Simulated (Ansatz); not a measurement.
**How far is PAW off for Hf?**

```
Hf
1.0
    -1.76749    1.76749    1.76749
     1.76749   -1.76749    1.76749
     1.76749    1.76749   -1.76749
Hf
1
Direct
  0.00000 0.00000 0.00000
```

Structure from Materials Project entry mp-100 (possibly hypothetical), not relaxed further.

Spin–orbit coupling is left out, though it moves levels of the heavy atoms by tenths of an eV or more.

All numbers are computed: DFT, LDA, PAW with Ansatz's default frozen-core files, scalar-relativistic (Ansatz 0.2.0); DFT, LDA, all-electron LAPW, scalar-relativistic (Ansatz 0.2.0).

For PAW: a Γ-centred 14×14×14 k mesh, Fermi–Dirac smearing of 0.05 eV, cutoff 420 eV, no spin polarisation; the PAW files were made with PBE, and the program remakes their frozen cores for this functional. LAPW targets a basis error of 0.5 meV/atom. The Ansatz runs share mesh, smearing and spin set-up. Plane-wave (PAW) pressures include the program's estimate of the Pulay term.

Stress and pressure are positive in compression.

Levels count from the Fermi level.

PAW results:

```csv
quantity,PAW
pressure (GPa),-7.93
highest filled level at P (eV),-0.609
lowest empty level at P (eV),5.281
highest filled level at H (eV),-2.605
lowest empty level at H (eV),6.809
highest filled level at N (eV),-0.552
lowest empty level at N (eV),1.255
```

(1) What does all-electron LAPW give for the same quantities?

Results:

(1) 
```csv
quantity,LAPW
pressure (GPa),-7.90
highest filled level at P (eV),-0.609
lowest empty level at P (eV),5.282
highest filled level at H (eV),-2.606
lowest empty level at H (eV),6.810
highest filled level at N (eV),-0.553
lowest empty level at N (eV),1.255
```
